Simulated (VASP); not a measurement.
# Pd (Fm-3m) in VASP: further runs

The runs below take Pd through relaxation of cell and atoms, electrostatic potential, with PBE.

Program: VASP 6.6.1. These are calculated values, not measurements. Logs are shortened: lines on timing, memory, paths and dates and some standing lists are left out, and cuts for length are marked.

## Step 1: The crystal as given

Symmetry: Fm-3m, No. 225, cubic system. Conventional cell: a = 3.880 Å, b = 3.880 Å, c = 3.880 Å, α = 90.00°, β = 90.00°, γ = 90.00°. Pd (site symmetry m-3m) is surrounded by 12 Pd at 2.74 Å.

The cell was built by a generator and needn't be a form met in nature.

## Step 2: Relaxation of cell and atoms, PBE

Input file INCAR:

```
SYSTEM = Pd
PREC = Accurate
ENCUT = 700
EDIFF = 1E-7
ISMEAR = 1
SIGMA = 0.1
LREAL = .False.
LASPH = .True.
NELM = 120
ALGO = Fast
ISIF = 3
LWAVE = .False.
LCHARG = .False.
GGA = PE
IBRION = 2
NSW = 40
EDIFFG = -0.005
```

Input file KPOINTS:

```
Automatic mesh
0
Gamma
  18 18 18
  0 0 0
```

Input file POSCAR:

```
Pd
1.0
    0.0000000000      1.9400000000      1.9400000000
    1.9400000000      0.0000000000      1.9400000000
    1.9400000000      1.9400000000      0.0000000000
Pd
1
Direct
    0.0000000000      0.0000000000      0.0000000000
```

Potentials or basis: VASP PAW PBE potentials, release 64 (Pd).

The run is started by

```sh
$ cat potpaw_PBE.64/Pd/POTCAR > POTCAR
$ mpirun -np 1 vasp_std > vasp.out
```

OUTCAR:

```text
SYSTEM = Pd
   PREC = Accurate
   ENCUT = 700
   EDIFF = 1E-7
   ISMEAR = 1
   LREAL = .False.
   LASPH = .True.
   NELM = 120
   ISIF = 3
   GGA = PE
   IBRION = 2
   NSW = 40
   EDIFFG = -0.005

 ion  position               nearest neighbor table
   1  0.000  0.000  0.000-

  LATTYP: Found a face centered cubic cell.
 ALAT       =     3.8800000000

  Lattice vectors:

 A1 = (   0.0000000000,   1.9400000000,   1.9400000000)
 A2 = (   1.9400000000,   0.0000000000,   1.9400000000)
 A3 = (   1.9400000000,   1.9400000000,   0.0000000000)

Analysis of symmetry for initial positions (statically):
=====================================================================
 Subroutine PRICEL returns:
 Original cell was already a primitive cell.

 Routine SETGRP: Setting up the symmetry group for a
 face centered cubic supercell.

 Subroutine GETGRP returns: Found 48 space group operations
 (whereof 48 operations were pure point group operations)
 out of a pool of 48 trial point group operations.

The static configuration has the point symmetry O_h .

Analysis of symmetry for dynamics (positions and initial velocities):
=====================================================================
 Subroutine PRICEL returns:
 Original cell was already a primitive cell.

 Routine SETGRP: Setting up the symmetry group for a
 face centered cubic supercell.

 Subroutine GETGRP returns: Found 48 space group operations
 (whereof 48 operations were pure point group operations)
 out of a pool of 48 trial point group operations.

The dynamic configuration has the point symmetry O_h .

 Subroutine INISYM returns: Found 48 space group operations
 (whereof 48 operations are pure point group operations),
 and found     1 'primitive' translations

----------------------------------------------------------------------------------------

                                     Primitive cell

  volume of cell :      14.6028

  direct lattice vectors                    reciprocal lattice vectors
     0.000000000  1.940000000  1.940000000    -0.257731959  0.257731959  0.257731959
     1.940000000  0.000000000  1.940000000     0.257731959 -0.257731959  0.257731959
     1.940000000  1.940000000  0.000000000     0.257731959  0.257731959 -0.257731959

  length of vectors
     2.743574311  2.743574311  2.743574311     0.446404847  0.446404847  0.446404847

  position of ions in fractional coordinates (direct lattice)
     0.000000000  0.000000000  0.000000000

  ion indices of the primitive-cell ions
   primitive index   ion index
                 1           1

----------------------------------------------------------------------------------------

 KPOINTS: Automatic mesh

Automatic generation of k-mesh.
 Grid dimensions read from file:
 generate k-points for:   18   18   18

 Generating k-lattice:

  Cartesian coordinates                     Fractional coordinates (reciprocal lattice)
    -0.014318442  0.014318442  0.014318442     0.055555556  0.000000000  0.000000000
     0.014318442 -0.014318442  0.014318442     0.000000000  0.055555556  0.000000000
     0.014318442  0.014318442 -0.014318442     0.000000000  0.000000000  0.055555556

  Length of vectors
     0.024800269  0.024800269  0.024800269

  Shift w.r.t. Gamma in fractional coordinates (k-lattice)
     0.000000000  0.000000000  0.000000000

 Subroutine IBZKPT returns following result:
 ===========================================

 Found    195 irreducible k-points:

 Following reciprocal coordinates:
            Coordinates               Weight
  0.000000  0.000000  0.000000      1.000000
  0.055556  0.000000  0.000000      8.000000
  0.111111  0.000000  0.000000      8.000000
  0.166667  0.000000  0.000000      8.000000
  0.222222  0.000000  0.000000      8.000000
  0.277778  0.000000  0.000000      8.000000
[... 16 lines left out ...]
 -0.277778  0.055556  0.000000     24.000000
 -0.222222  0.055556  0.000000     24.000000
 [... further k-points ...]
   k-points           NKPTS =    195   k-points in BZ     NKDIM =    195   number of bands    NBANDS=      9
   number of dos      NEDOS =    301   number of ions     NIONS =      1
   total plane-waves  NPLWV =  13824
   dimension x,y,z NGX =    24 NGY =   24 NGZ =   24
   dimension x,y,z NGXF=    48 NGYF=   48 NGZF=   48
   ions per type =               1
   NGX,Y,Z   is equivalent  to a cutoff of  14.54, 14.54, 14.54 a.u.
   NGXF,Y,Z  is equivalent  to a cutoff of  29.09, 29.09, 29.09 a.u.
 SYSTEM =  Pd
   PREC   = accura    normal or accurate (medium, high low for compatibility)
   ISTART =      0    job   : 0-new  1-cont  2-samecut
   ICHARG =      2    charge: 1-file 2-atom 10-const
   ISPIN  =      1    spin polarized calculation?
   LNONCOLLINEAR =      F non collinear calculations
   LSORBIT =      F    spin-orbit coupling
   LASPH  =      T    aspherical Exc in radial PAW
   ENCUT  =  700.0 eV  51.45 Ry    7.17 a.u.   5.92  5.92  5.92*2*pi/ulx,y,z
   NELM   =    120;   NELMIN=  2; NELMDL= -5     # of ELM steps
   EDIFF  = 0.1E-06   stopping-criterion for ELM
   LREAL  =      F    real-space projection
   EDIFFG = -.5E-02   stopping-criterion for IOM
   NSW    =     40    number of steps for IOM
   IBRION =      2    ionic relax: 0-MD 1-quasi-New 2-CG
   NFREE  =      1    steps in history (QN), initial steepest desc. (CG)
   ISIF   =      3    stress and relaxation
   ISYM   =      2    0-nonsym 1-usesym 2-fastsym
   POTIM  = 0.5000    time-step for ionic-motion
   TEBEG  =    0.0;   TEEND  =   0.0 temperature during run
   PSTRESS=    0.0 pullay stress
   NELECT =      10.0000    total number of electrons
   NUPDOWN=      -1.0000    fix difference up-down
   EMIN   =  10.00;   EMAX   =-10.00  energy-range for DOS
   EFERMI =   0.00;   METHOD = LEGACY
   ISMEAR =     1;   SIGMA  =   0.10  broadening in eV -4-tet -1-fermi 0-gaus
   EFERMI_NEDOS =   21; number of points for ismear=-14 and -15
   IALGO  =     68    algorithm
   IMIX   =      4    mixing-type and parameters
     AMIX     =   0.40;   BMIX     =  1.00
     AMIX_MAG =   1.60;   BMIX_MAG =  1.00
  volume/ion in A,a.u.               =      14.60        98.54
  Fermi-wavevector in a.u.,A,eV,Ry     =   1.442989  2.726854 28.330296  2.082218
  Thomas-Fermi vector in A             =   2.561447
   LORBIT       =      0    0 simple, 1 ext, 2 COOP (PROOUT), +10 PAW based schemes
   GGA     = PE    functional components
   LHFCALC =     F    Hartree Fock is set to
   AEXX    =    0.0000 exact exchange contribution
   IVDW    =     0    specifies the selected vdW correction
   LEPSILON=     F    determine dielectric tensor
   LRPA    =     F    only Hartree local field effects (RPA)
 conjugate gradient relaxation of ions
 non-spin polarized calculation
 RMM-DIIS sequential band-by-band and
 Methfessel and Paxton  Order N= 1 SIGMA  =   0.10
  energy-cutoff  :      700.00
  volume of cell :       14.60
 maximum number of plane-waves:       636
   NGX = 11   NGY = 11   NGZ = 11

--------------------------------------- Ionic step        1  -------------------------------------------

 number of electron      10.0000000 magnetization

 Free energy of the ion-electron system (eV)
  ---------------------------------------------------
  ext. energy  EPLUGINS =         0.00000000
  ---------------------------------------------------
  free energy    TOTEN  =        -5.20225299 eV

  energy without entropy =       -5.20119888  energy(sigma->0) =       -5.20190162

------------------------ aborting loop because EDIFF is reached ----------------------------------------

  FORCE on cell =-STRESS in cart. coord.  units (eV):
  Direction    XX          YY          ZZ          XY          YZ          ZX
  --------------------------------------------------------------------------------------
  -------------------------------------------------------------------------------------
  Total        0.8006584      0.8006584      0.8006584      0.0000000      0.0000000     -0.0000000
  in kB       87.8461384     87.8461384     87.8461384      0.0000000      0.0000000     -0.0000000
  external PRESSURE =      87.8461384 kB  Pullay stress =       0.0000000 kB
[... 90 lines left out ...]
  energy  without entropy=       -5.2190830899  energy(sigma->0) =       -5.21970742

--------------------------------------- Ionic step        4  -------------------------------------------

 number of electron      10.0000000 magnetization

 Free energy of the ion-electron system (eV)
  ---------------------------------------------------
  ext. energy  EPLUGINS =         0.00000000
  ---------------------------------------------------
  free energy    TOTEN  =        -5.22002495 eV

  energy without entropy =       -5.21908550  energy(sigma->0) =       -5.21971180

 E-fermi :   9.1826     XC(G=0): -12.9642

 val. band max:        9.1698463686   @ k =   0.5000   0.2778   0.0556
 cond. band min:       9.1826694906   @ k =   0.5000   0.1111   0.0000
 fundamental gap:      0.0128231220
 Fermi energy:         9.1825906423

 k-point     1 :       0.0000    0.0000    0.0000
  band No.  band energies     occupation
      1       2.3267      2.00000
      2       6.5112      2.00000
      3       6.5112      2.00000
      4       6.5112      2.00000
      5       8.0316      2.00000
      6       8.0316      2.00000
      7      26.3626      0.00000
      8      30.9394      0.00000
      9      30.9394      0.00000
[... 265 lines left out ...]
 k-point    24 :      -0.2222    0.0556    0.0000
  band No.  band energies     occupation
      1       4.0002      2.00000
      2       6.3055      2.00000
      3       6.8207      2.00000
      4       6.8520      2.00000
      5       7.9226      2.00000
      6       8.4180      2.00000
      7      23.8273      0.00000
      8      27.3067      0.00000
      9      30.9769      0.00000

 [... further k-points ...]
[... 5 lines left out ...]
  --------------------------------------------------------------------------------------
  -------------------------------------------------------------------------------------
  Total        0.0023249      0.0023249      0.0023249      0.0000000     -0.0000000     -0.0000000
  in kB        0.2437188      0.2437188      0.2437188      0.0000000     -0.0000000     -0.0000000
  external PRESSURE =       0.2437188 kB  Pullay stress =       0.0000000 kB
[... 16 lines left out ...]
  FREE ENERGIE OF THE ION-ELECTRON SYSTEM (eV)
  ---------------------------------------------------
  free  energy   TOTEN  =        -5.2200249473 eV

  energy  without entropy=       -5.2190855013  energy(sigma->0) =       -5.21971180

 reached required accuracy - stopping structural energy minimisation
```

Wall time 78 s (1 thread of Intel Xeon Platinum 8259CL at 2.50GHz (Skylake/Cascade Lake), shared host); peak memory 0.18 GiB.

What came out:

| Property | Result |
| --- | --- |
| Free energy | -5.2200 eV |
| Relaxed volume | 15.28 Å³/atom |
| Relaxed cell | a = 2.786 Å, b = 2.786 Å, c = 2.786 Å, α = 60.00°, β = 60.00°, γ = 60.00° |
| Space group after relaxing (to 0.05 Å) | Fm-3m (No. 225) |
| Energy gained by relaxing | 17.8 meV/atom |
| Ionic steps | 4 |
| Pressure after relaxing | 0.0 GPa |
| Band gap on the k mesh | none (metal or under the smearing width) |

The path:
| step | energy change (eV) | largest force (eV/Å) | pressure (GPa) | volume (Å³) |
| --- | --- | --- | --- | --- |
| 1 | 0.0000 | 0.0000 | 8.78 | 14.60 |
| 2 | 0.0168 | 0.0000 | -9.57 | 16.36 |
| 3 | -0.0178 | 0.0000 | -0.14 | 15.30 |
| 4 | -0.0178 | 0.0000 | 0.02 | 15.28 |

Final structure:
```
Pd
1.0
     0.00000    1.96969    1.96969
     1.96969    0.00000    1.96969
     1.96969    1.96969    0.00000
Pd
1
Direct
  0.00000 0.00000 0.00000
```

Levels at points of the mesh, in eV from the Fermi level:
```tsv
k point	band 1	band 2	band 3	band 4	band 5	band 6	band 7	band 8	band 9
(0.00, 0.00, 0.00)	-6.86	-2.67	-2.67	-2.67	-1.15	-1.15	17.18	21.76	21.76
(0.50, 0.00, 0.00)	-5.01	-2.71	-2.71	-0.02	-0.02	1.11	7.05	16.53	20.77
(0.50, 0.50, 0.00)	-5.09	-4.81	-0.05	0.28	0.28	3.36	10.42	13.03	13.03
```

## Step 3: Electrostatic potential, PBE

This run uses another cell than the first one, of 15.28 Å³/atom, 1.047 times its volume.

Input file INCAR:

```
  PREC = Accurate
  ENCUT = 700
  EDIFF = 1E-7
  ISMEAR = 1
  SIGMA = 0.1
  LREAL = False
  LASPH = True
  NELM = 60
  ALGO = Fast
  ISIF = 2
  LWAVE = False
  LCHARG = True
  GGA = PE
  LVHAR = True
```

Input file KPOINTS:

```
regular mesh
0
Gamma
  18 18 18
```

Input file POSCAR:

```
Pd                                      
1.0
    0.0000000000      1.9696914280      1.9696914280
    1.9696914280      0.0000000000      1.9696914280
    1.9696914280      1.9696914280      0.0000000000
  Pd            
     1
Direct
     0.0000000000000000    0.0000000000000000    0.0000000000000000
```

Potentials or basis: VASP PAW PBE potentials, release 64 (Pd).

The run is started by

```sh
$ cat potpaw_PBE.64/Pd/POTCAR > POTCAR
$ mpirun -np 1 vasp_std > vasp.out
```

Run time: 37 s. Hardware: 1 thread of Intel Xeon Platinum 8259CL at 2.50GHz (Skylake/Cascade Lake), shared host; peak memory 0.17 GiB.

Results (log left out):

| Quantity | Value |
| --- | --- |
| Free energy | -5.2200 eV |
| Pressure | 0.1 GPa |
| Band gap on the k mesh | none (metal or under the smearing width) |

Levels at points of the mesh, in eV from the Fermi level:
```tsv
k point	band 1	band 2	band 3	band 4	band 5	band 6	band 7	band 8	band 9
(0.00, 0.00, 0.00)	-6.86	-2.67	-2.67	-2.67	-1.15	-1.15	17.18	21.76	21.76
(0.50, 0.00, 0.00)	-5.01	-2.71	-2.71	-0.02	-0.02	1.11	7.05	16.53	20.77
(0.50, 0.50, 0.00)	-5.09	-4.81	-0.05	0.28	0.28	3.36	10.42	13.03	13.03
```

## Step 4: Relaxation of cell and atoms, PBE

Input file INCAR:

```
PREC = Accurate
ENCUT = 700
EDIFF = 1E-6
ISMEAR = 1
SIGMA = 0.1
LREAL = False
LASPH = True
NELM = 120
ALGO = Normal
ISIF = 3
LWAVE = False
LCHARG = False
GGA = PE
IBRION = 2
NSW = 60
EDIFFG = -0.005
```

KPOINTS is that of step 3.

Input file POSCAR:

```
Pd
1.0
    0.0000000000      1.9400000000      1.9400000000
    1.9400000000      0.0000000000      1.9400000000
    1.9400000000      1.9400000000      0.0000000000
Pd
1
Direct
    0.0000000000      0.0000000000      0.0000000000
```

The run is started by

```sh
$ cat potpaw_PBE.64/Pd/POTCAR > POTCAR
$ mpirun -np 1 vasp_std > vasp.out
```

Wall time 58 s (1 thread of Intel Xeon Platinum 8259CL at 2.50GHz (Skylake/Cascade Lake), shared host); peak memory 0.18 GiB.

The run converged. Its results:

| Quantity | Value |
| --- | --- |
| Free energy | -5.2200 eV |
| Relaxed volume | 15.28 Å³/atom |
| Relaxed cell | a = 2.786 Å, b = 2.786 Å, c = 2.786 Å, α = 60.00°, β = 60.00°, γ = 60.00° |
| Space group after relaxing (to 0.05 Å) | Fm-3m (No. 225) |
| Energy gained by relaxing | 17.8 meV/atom |
| Ionic steps | 4 |
| Pressure after relaxing | 0.0 GPa |
| Band gap on the k mesh | none (metal or under the smearing width) |

The path:
```csv
step,energy change (eV),largest force (eV/Å),pressure (GPa),volume (Å³)
1,0.0000,0.0000,8.78,14.60
2,0.0167,0.0000,-9.54,16.36
3,-0.0178,0.0000,-0.11,15.30
4,-0.0178,0.0000,0.05,15.28
```

Final structure:
```yaml
crystal:
  lattice:
    - [0.00000, 1.96967, 1.96967]
    - [1.96967, 0.00000, 1.96967]
    - [1.96967, 1.96967, 0.00000]
  atoms:
    - { symbol: Pd, position: [0.00000, 0.00000, 0.00000] }
```

Levels at points of the mesh, in eV from the Fermi level:
```
           k point  band 1  band 2  band 3  band 4  band 5  band 6  band 7  band 8  band 9
(0.00, 0.00, 0.00)   -6.86   -2.67   -2.67   -2.67   -1.15   -1.15   17.18   21.76   21.76
(0.50, 0.00, 0.00)   -5.01   -2.71   -2.71   -0.02   -0.02    1.10    7.05   16.53   20.77
(0.50, 0.50, 0.00)   -5.09   -4.81   -0.05    0.28    0.28    3.36   10.42   13.03   13.03
```

## Step 5: Electrostatic potential, PBE

This run uses another cell than the first one, of 15.28 Å³/atom, 1.047 times its volume.

Input file INCAR:

```
ALGO = Normal
EDIFF = 1E-6
ENCUT = 700
GGA = PE
ISIF = 2
ISMEAR = 1
LASPH = T
LCHARG = T
LREAL = F
LVHAR = T
LWAVE = F
NELM = 80
PREC = Accurate
SIGMA = 0.1
```

Input file KPOINTS:

```
k-points
0
Gamma
  18 18 18
```

Input file POSCAR:

```
Pd                                      
1.0
    0.0000000000      1.9696716372      1.9696716372
    1.9696716372      0.0000000000      1.9696716372
    1.9696716372      1.9696716372     -0.0000000000
  Pd            
     1
Direct
     0.0000000000000000    0.0000000000000000    0.0000000000000000
```

Potentials or basis: VASP PAW PBE potentials, release 64 (Pd).

The run is started by

```sh
$ cat potpaw_PBE.64/Pd/POTCAR > POTCAR
$ mpirun -np 1 vasp_std > vasp.out
```

OUTCAR:

```text
EDIFF = 1E-6
   ENCUT = 700
   GGA = PE
   ISIF = 2
   ISMEAR = 1
   LASPH = T
   LREAL = F
   NELM = 80
   PREC = Accurate

 ion  position               nearest neighbor table
   1  0.000  0.000  0.000-

  LATTYP: Found a face centered cubic cell.
 ALAT       =     3.9393432744

  Lattice vectors:

 A1 = (   0.0000000000,   1.9696716372,   1.9696716372)
 A2 = (   1.9696716372,   0.0000000000,   1.9696716372)
 A3 = (   1.9696716372,   1.9696716372,   0.0000000000)

Analysis of symmetry for initial positions (statically):
[... 459 lines left out ...]
      3       6.8215      2.00000
      4       6.8528      2.00000
      5       7.9234      2.00000
      6       8.4189      2.00000
      7      23.8280      0.00000
      8      27.3081      0.00000
      9      30.9776      0.00000

 [... further k-points ...]
[... 5 lines left out ...]
  --------------------------------------------------------------------------------------
  -------------------------------------------------------------------------------------
  Total       -0.0062084     -0.0062084     -0.0062084      0.0000000      0.0000000      0.0000000
  in kB       -0.6508435     -0.6508435     -0.6508435      0.0000000      0.0000000      0.0000000
  external PRESSURE =      -0.6508435 kB  Pullay stress =       0.0000000 kB

 VOLUME and BASIS-vectors are now :
 -----------------------------------------------------------------------------
  energy-cutoff  :      700.00
  volume of cell :       15.28
      direct lattice vectors                 reciprocal lattice vectors
     0.000000000  1.969671637  1.969671637    -0.253849419  0.253849419  0.253849419
     1.969671637  0.000000000  1.969671637     0.253849419 -0.253849419  0.253849419
     1.969671637  1.969671637  0.000000000     0.253849419  0.253849419 -0.253849419

 POSITION                                       TOTAL-FORCE (eV/Angst)
 -----------------------------------------------------------------------------------
      0.00000      0.00000      0.00000         0.000000     -0.000000      0.000000
 -----------------------------------------------------------------------------------
    total drift:                               -0.000000      0.000000      0.000000

  FREE ENERGIE OF THE ION-ELECTRON SYSTEM (eV)
  ---------------------------------------------------
  free  energy   TOTEN  =        -5.2200430381 eV

  energy  without entropy=       -5.2191033581  energy(sigma->0) =       -5.21972981
```

stdout:

```text
POSCAR found type information on POSCAR Pd
 POSCAR found :  1 types and       1 ions
 scaLAPACK will be used
 LDA part: xc-table for (Slater+PW92), standard interpolation
 POSCAR, INCAR and KPOINTS ok, starting setup
 FFT: planning ... GRIDC
 FFT: planning ... GRID_SOFT
 FFT: planning ... GRID
 WAVECAR not read
 entering main loop
```

It took 24 s on 1 thread of Intel Xeon Platinum 8259CL at 2.50GHz (Skylake/Cascade Lake), shared host; peak memory 0.17 GiB.

What came out:

| Property | Result |
| --- | --- |
| Free energy | -5.2200 eV |
| Pressure | -0.1 GPa |
| Band gap on the k mesh | none (metal or under the smearing width) |

Levels at points of the mesh, in eV from the Fermi level:
```tsv
k point	band 1	band 2	band 3	band 4	band 5	band 6	band 7	band 8	band 9
(0.00, 0.00, 0.00)	-6.86	-2.67	-2.67	-2.67	-1.15	-1.15	17.18	21.76	21.76
(0.50, 0.00, 0.00)	-5.01	-2.71	-2.71	-0.02	-0.02	1.10	7.05	16.53	20.77
(0.50, 0.50, 0.00)	-5.09	-4.81	-0.04	0.28	0.28	3.36	10.42	13.03	13.03
```
